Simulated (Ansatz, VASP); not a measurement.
## One calculation of NbAs, two programs

```
Nb As
1.0
    -1.70252    1.70252    5.76107
     1.70252   -1.70252    5.76107
     1.70252    1.70252   -5.76107
Nb As
2 2
Cartesian
  0.0000 1.7025 0.0000
  0.0000 0.0000 8.6416
  0.0000 1.7025 4.7932
  0.0000 0.0000 1.9127
```

Change from the starting cell: volume scaled by 0.96.

Alike in both runs: task single point; functional PBE; k mesh 11 × 11 × 11; occupations fermi-dirac, width 0.05 eV; no spin polarisation.

|  | VASP | Ansatz |
| --- | --- | --- |
| version | VASP 6.6.1 | Ansatz 0.2.0 |
| potentials or method | VASP PAW PBE potentials, release 64 (Nb_sv, As) | Ansatz PAW |
| plane-wave cutoff (eV) | 520 | 420 |
| valence electrons in the cell | 36 | 56 |

VASP gave:

| Property | Result |
| --- | --- |
| gap on the k mesh at the Fermi level (eV) | 0.03 |
| least direct gap on the mesh (eV) | 0.09 |
| pressure (GPa) | 11.3 |
| largest component of the traceless stress (GPa) | 0.15 |
| rms of the force components (eV/Å) | 0.204 |

Q: What did Ansatz give for the same quantities?

A: gap on the k mesh at the Fermi level (eV): 0.03; least direct gap on the mesh (eV): 0.08; pressure (GPa): 11.2; largest component of the traceless stress (GPa): 0.11; rms of the force components (eV/Å): 0.203.

Atom by atom the forces differ by 0.001 eV/Å (rms over components). With one functional, cell and mesh, what is left measures potentials, basis and numerics. The two sets of potentials don't hold the same shells in valence.

Caveats: an odd mesh through Γ misses points on the zone boundary, where band edges often lie (VASP); odd divisions of the mesh miss points on the zone boundary, where band edges often lie, so the gap on the mesh can be too wide (Ansatz).
